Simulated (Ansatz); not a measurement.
# Band table of Pb (diamond type)

```
CELL_PARAMETERS angstrom
0.00000 3.53107 3.53107
3.53107 0.00000 3.53107
3.53107 3.53107 0.00000
ATOMIC_POSITIONS crystal
Pb 0.87500 0.87500 0.87500
Pb 0.12500 0.12500 0.12500
```

The cell comes from a relaxation on PAW files under the same functional, begun from a prototype that needn't be the stable phase.

Level of theory: DFT with PBE, scalar-relativistic, in Ansatz 0.2.0; a Γ-centred 11×11×11 k mesh, Fermi–Dirac smearing of 0.1 eV, no spin polarisation. LAPW: all electrons, basis error target 1 meV/atom.

Spin–orbit coupling is left out, which matters for the heavy atoms.

Path points, in fractions of the reciprocal vectors: Γ (0.000, 0.000, 0.000), X (0.500, 0.000, 0.500), U (0.625, 0.250, 0.625), K (0.375, 0.375, 0.750), L (0.500, 0.500, 0.500), W (0.500, 0.250, 0.750). The distance column jumps between branches of the path. Levels in eV from the Fermi level; bands 23 to 42, counted from the lowest band of the run. The gap is zero, the pressure 0.00 GPa.

```
# k(1/Å) point b23 b24 b25 b26 b27 b28 b29 b30 b31 b32 b33 b34 b35 b36 b37 b38 b39 b40 b41 b42
0.000 Γ -17.04 -17.04 -17.04 -16.97 -16.97 -16.62 -16.62 -16.62 -16.61 -16.61 -10.66 -4.29 0.39 0.39 0.39 2.38 2.38 2.38 4.11 7.95
0.127 - -17.04 -17.04 -17.04 -16.97 -16.96 -16.65 -16.62 -16.62 -16.61 -16.59 -10.61 -4.47 0.16 0.16 0.55 2.12 2.67 2.67 4.50 7.00
0.254 - -17.05 -17.05 -17.05 -16.95 -16.93 -16.69 -16.63 -16.60 -16.60 -16.58 -10.45 -4.93 -0.30 -0.30 0.92 1.67 3.33 3.33 5.36 6.11
0.381 - -17.06 -17.06 -17.05 -16.93 -16.89 -16.75 -16.65 -16.58 -16.58 -16.58 -10.19 -5.54 -0.78 -0.78 1.28 1.29 4.11 4.11 5.58 6.42
0.508 - -17.07 -17.07 -17.04 -16.90 -16.84 -16.80 -16.68 -16.60 -16.56 -16.56 -9.84 -6.23 -1.18 -1.18 1.00 1.43 4.94 4.94 5.57 7.56
0.635 - -17.08 -17.08 -17.02 -16.87 -16.85 -16.79 -16.71 -16.62 -16.55 -16.55 -9.39 -6.93 -1.48 -1.48 0.85 1.32 5.74 5.74 6.05 8.53
0.763 - -17.09 -17.09 -16.99 -16.90 -16.83 -16.75 -16.75 -16.66 -16.54 -16.54 -8.87 -7.62 -1.67 -1.67 0.82 1.10 6.42 6.42 6.85 8.57
0.890 X -17.09 -17.09 -16.95 -16.95 -16.79 -16.79 -16.70 -16.70 -16.53 -16.53 -8.27 -8.27 -1.73 -1.73 0.92 0.92 6.72 6.72 7.77 7.77
0.935 - -17.09 -17.09 -16.95 -16.95 -16.79 -16.79 -16.70 -16.70 -16.53 -16.53 -8.28 -8.26 -1.77 -1.73 0.92 0.98 6.61 6.68 7.71 7.88
0.980 - -17.10 -17.09 -16.95 -16.94 -16.79 -16.79 -16.71 -16.70 -16.53 -16.53 -8.30 -8.24 -1.85 -1.71 0.93 1.14 6.36 6.58 7.54 8.14
1.025 - -17.10 -17.09 -16.95 -16.93 -16.79 -16.79 -16.72 -16.70 -16.53 -16.52 -8.34 -8.20 -1.97 -1.68 0.94 1.40 6.07 6.43 7.32 8.44
1.069 - -17.11 -17.09 -16.95 -16.91 -16.80 -16.79 -16.74 -16.70 -16.53 -16.52 -8.39 -8.14 -2.10 -1.63 0.95 1.72 5.77 6.23 7.06 8.74
1.114 - -17.11 -17.09 -16.95 -16.90 -16.80 -16.78 -16.75 -16.70 -16.53 -16.51 -8.45 -8.07 -2.22 -1.58 0.97 2.08 5.48 6.01 6.79 8.54
1.159 - -17.12 -17.09 -16.95 -16.88 -16.80 -16.78 -16.77 -16.70 -16.53 -16.51 -8.53 -7.98 -2.32 -1.51 0.98 2.47 5.21 5.77 6.53 8.26
1.204 U -17.12 -17.09 -16.95 -16.86 -16.81 -16.79 -16.78 -16.70 -16.53 -16.51 -8.63 -7.88 -2.41 -1.43 1.00 2.87 4.95 5.53 6.30 8.00
1.749 K -17.12 -17.09 -16.95 -16.86 -16.81 -16.79 -16.78 -16.70 -16.53 -16.51 -8.63 -7.88 -2.41 -1.43 1.00 2.87 4.95 5.53 6.30 8.00
1.884 - -17.12 -17.09 -16.95 -16.85 -16.83 -16.79 -16.76 -16.70 -16.53 -16.51 -8.97 -7.49 -2.48 -1.15 1.00 3.81 4.38 4.78 6.02 7.31
2.019 - -17.11 -17.09 -16.96 -16.89 -16.85 -16.75 -16.73 -16.69 -16.54 -16.52 -9.38 -6.96 -2.28 -0.80 0.90 3.76 4.09 4.11 6.79 6.80
2.154 - -17.09 -17.09 -16.99 -16.92 -16.88 -16.72 -16.70 -16.67 -16.55 -16.54 -9.79 -6.34 -1.85 -0.43 0.70 3.28 3.49 4.08 6.51 7.12
2.288 - -17.08 -17.07 -17.02 -16.93 -16.91 -16.70 -16.68 -16.63 -16.57 -16.55 -10.15 -5.66 -1.24 -0.09 0.49 2.82 3.01 3.98 6.44 6.47
2.423 - -17.06 -17.05 -17.03 -16.95 -16.94 -16.67 -16.66 -16.61 -16.60 -16.57 -10.43 -5.00 -0.53 0.17 0.36 2.50 2.66 3.44 5.49 6.72
2.558 - -17.05 -17.04 -17.04 -16.97 -16.96 -16.64 -16.64 -16.62 -16.60 -16.59 -10.60 -4.49 0.11 0.34 0.35 2.36 2.45 2.72 4.56 7.26
2.693 Γ -17.04 -17.04 -17.04 -16.97 -16.97 -16.62 -16.62 -16.62 -16.61 -16.61 -10.66 -4.29 0.39 0.39 0.39 2.38 2.38 2.38 4.11 7.95
2.803 - -17.04 -17.04 -17.04 -16.97 -16.97 -16.63 -16.63 -16.62 -16.60 -16.60 -10.62 -4.42 0.30 0.31 0.31 2.43 2.48 2.48 4.42 7.52
2.913 - -17.05 -17.05 -17.03 -16.95 -16.95 -16.65 -16.65 -16.63 -16.58 -16.58 -10.50 -4.79 0.05 0.11 0.11 2.72 2.74 2.74 5.12 7.16
3.023 - -17.06 -17.06 -17.03 -16.93 -16.93 -16.66 -16.66 -16.64 -16.57 -16.57 -10.32 -5.30 -0.27 -0.13 -0.13 3.03 3.03 3.28 5.71 7.01
3.133 - -17.07 -17.07 -17.02 -16.92 -16.92 -16.68 -16.68 -16.65 -16.56 -16.56 -10.07 -5.86 -0.55 -0.34 -0.34 3.25 3.25 4.04 5.79 7.11
3.243 - -17.07 -17.07 -17.02 -16.91 -16.91 -16.68 -16.68 -16.66 -16.56 -16.56 -9.80 -6.40 -0.76 -0.50 -0.50 3.38 3.38 4.95 5.67 7.45
3.353 - -17.08 -17.08 -17.01 -16.91 -16.91 -16.69 -16.69 -16.67 -16.56 -16.56 -9.56 -6.81 -0.89 -0.60 -0.60 3.43 3.43 5.54 5.95 7.93
3.463 L -17.08 -17.08 -17.01 -16.90 -16.90 -16.69 -16.69 -16.67 -16.56 -16.56 -9.46 -6.97 -0.93 -0.63 -0.63 3.45 3.45 5.50 6.65 7.67
3.553 - -17.08 -17.08 -17.01 -16.90 -16.90 -16.69 -16.69 -16.68 -16.55 -16.55 -9.43 -6.99 -1.33 -0.68 -0.20 3.36 3.54 5.62 6.54 7.51
3.643 - -17.10 -17.08 -16.99 -16.89 -16.89 -16.72 -16.70 -16.68 -16.55 -16.54 -9.35 -7.08 -1.76 -0.82 0.35 3.19 3.83 5.55 6.69 7.10
3.733 - -17.11 -17.09 -16.97 -16.88 -16.87 -16.75 -16.72 -16.69 -16.54 -16.52 -9.22 -7.22 -2.10 -1.05 0.86 3.07 4.25 5.12 6.67 7.34
3.823 - -17.11 -17.10 -16.95 -16.86 -16.84 -16.78 -16.74 -16.70 -16.53 -16.51 -9.03 -7.42 -2.29 -1.32 1.32 3.02 4.64 4.64 6.46 8.14
3.913 - -17.12 -17.10 -16.93 -16.85 -16.82 -16.81 -16.76 -16.71 -16.52 -16.51 -8.81 -7.68 -2.36 -1.62 1.75 2.99 4.25 4.69 6.78 8.66
4.002 - -17.12 -17.11 -16.91 -16.86 -16.82 -16.78 -16.77 -16.73 -16.52 -16.51 -8.54 -7.96 -2.30 -1.90 2.16 2.85 4.10 4.46 7.48 8.59
4.092 W -17.11 -17.11 -16.89 -16.89 -16.80 -16.80 -16.75 -16.75 -16.51 -16.51 -8.26 -8.26 -2.14 -2.14 2.55 2.55 4.21 4.21 8.18 8.18
4.156 - -17.11 -17.11 -16.89 -16.89 -16.80 -16.80 -16.75 -16.75 -16.51 -16.51 -8.26 -8.26 -2.12 -2.12 2.41 2.41 4.38 4.38 8.17 8.17
4.219 - -17.11 -17.11 -16.90 -16.90 -16.80 -16.80 -16.74 -16.74 -16.51 -16.51 -8.26 -8.26 -2.08 -2.08 2.10 2.10 4.77 4.77 8.14 8.14
4.283 - -17.11 -17.11 -16.92 -16.92 -16.79 -16.79 -16.73 -16.73 -16.52 -16.52 -8.26 -8.26 -2.00 -2.00 1.75 1.75 5.25 5.25 8.09 8.09
4.347 - -17.10 -17.10 -16.93 -16.93 -16.79 -16.79 -16.72 -16.72 -16.52 -16.52 -8.27 -8.27 -1.91 -1.91 1.42 1.42 5.75 5.75 8.02 8.02
4.410 - -17.10 -17.10 -16.94 -16.94 -16.79 -16.79 -16.71 -16.71 -16.53 -16.53 -8.27 -8.27 -1.83 -1.83 1.15 1.15 6.21 6.21 7.93 7.93
4.474 - -17.09 -17.09 -16.95 -16.95 -16.79 -16.79 -16.70 -16.70 -16.53 -16.53 -8.27 -8.27 -1.76 -1.76 0.98 0.98 6.57 6.57 7.82 7.82
4.537 X -17.09 -17.09 -16.95 -16.95 -16.79 -16.79 -16.70 -16.70 -16.53 -16.53 -8.27 -8.27 -1.73 -1.73 0.92 0.92 6.72 6.72 7.77 7.77
```
